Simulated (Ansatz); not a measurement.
Crystal: ZrN.

```
Zr N
1.0
     0.00000    2.30000    2.30000
     2.30000    0.00000    2.30000
     2.30000    2.30000    0.00000
Zr N
1 1
Direct
  0.50000 0.50000 0.50000
  0.00000 0.00000 0.00000
```

Base run:

| Property | Result |
| --- | --- |
| Program | Ansatz 0.2.0 |
| Functional | PBE |
| Potentials or basis | Ansatz PAW |
| Cutoff | 420 eV (not typed: the program's choice for these potentials) |
| k mesh | 10 × 10 × 10 |
| Occupations | fermi-dirac, width 0.05 eV |
| Spin | no spin polarisation |

Its results: band gap on the k mesh none (metal or under the smearing width); pressure -0.8 GPa.

Q: The run is repeated on the same cell with these changes: occupations from fermi-dirac, width 0.05 eV to tetrahedron; hubbard terms from none to Zr d U = 4.5 eV; hubbard projectors from none to ortho-atomic (the default). What comes out?

A: Band gap on the k mesh none (metal or under the smearing width); pressure 4.7 GPa.

Caveats: U without spin polarisation on a metal has little footing (some runs); with tetrahedron occupations forces and stress needn't match the slope of the energy (some runs).
